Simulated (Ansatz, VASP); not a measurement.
## One calculation of KCl, two programs

File INCAR:

```
PREC = Accurate ; ENCUT = 520
EDIFF = 1E-7 ; ISMEAR = 0
SIGMA = 0.05 ; LREAL = F
LASPH = T ; NELM = 100
ALGO = Normal ; ISIF = 2
LWAVE = F ; LCHARG = F
GGA = PE ; NBANDS = 15
```

The input KPOINTS:

```
Automatic mesh
0
Gamma
  8 8 8
```

Contents of POSCAR:

```
KCl
1.0
    3.8391960000      0.0000000000      0.0000000000
    0.0000000000      3.8391960000      0.0000000000
    0.0000000000      0.0000000000      3.8391960000
K Cl
1 1
Direct
    0.0000000000      0.0000000000      0.0000000000
    0.5000000000      0.5000000000      0.5000000000
```

Input for Ansatz:

```yaml
crystal:
  lattice:
    - [3.839196, 0.0, 0.0]
    - [0.0, 3.839196, 0.0]
    - [0.0, 0.0, 3.839196]
  atoms:
    - { symbol: K, position: [0.0, 0.0, 0.0] }
    - { symbol: Cl, position: [0.5, 0.5, 0.5] }
basis:
  ecutwfc: 420
  fft_grid_basis: typed
kpoints:
  mp_grid: { grid: [8, 8, 8] }
hamiltonian:
  xc: pbe
  pseudopotentials: { kind: paw }
scf:
  occupations: { method: gaussian, width: 0.05 }
output:
  forces: true
  stress: true
  eigenvalues: true
  bader: true
  write_density: true
  volumetric_format: npy
  elf: true
```

Measurements of this composition are mostly on another form, of space group No. 225.

Alike in both runs: task single point; functional PBE; k mesh 8 × 8 × 8; occupations gaussian, width 0.05 eV; no spin polarisation.

|  | VASP | Ansatz |
| --- | --- | --- |
| version | VASP 6.6.1 | Ansatz 0.2.0 |
| potentials or method | VASP PAW PBE potentials, release 64 (K_sv, Cl) | scalar-relativistic, plane waves, PAW |
| plane-wave cutoff (eV) | 520 | 420 |
| valence electrons in the cell | 16 | 16 |

Ansatz gave:

* gap on the k mesh at the Fermi level (eV): 4.80
* pressure (GPa): -0.1

Task: Estimate VASP's values.

Result: gap on the k mesh at the Fermi level (eV): 4.80; pressure (GPa): 0.0.

A k mesh can miss the band edges.
